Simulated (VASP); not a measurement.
```
ZnTe
1.0
    0.00000     3.03240     3.03240
    3.03240     0.00000     3.03240
    3.03240     3.03240     0.00000
Zn Te
1 1
Direct
  0.00000   0.00000   0.00000
  0.25000   0.25000   0.25000
```

All values below come from PBEsol GGA, VASP's PBE PAW potentials (set 64) (plane waves; VASP). Run with 400 eV cut-off, 10×10×10 Γ-centred mesh, Gaussian smearing of 0.010 eV, potentials Zn Te.

Unless said otherwise, spin-orbit coupling is left out, though it shifts the bands of the heavy elements here.

Q: Estimate the energy per atom (σ→0), band gap (on the k-mesh) with the smallest direct gap where there is one.

A: 
| Item | Result |
|---|---|
| band gap (on the k-mesh) | 1.24 eV |
| smallest direct gap (on the k-mesh) | 1.24 eV |
| energy per atom (σ→0) | -285.4 kJ/mol of atoms |

Total energies compare only between runs with the same potentials, cut-off and functional.

The compound is ZnTe in the zinc blende structure. It was relaxed first.
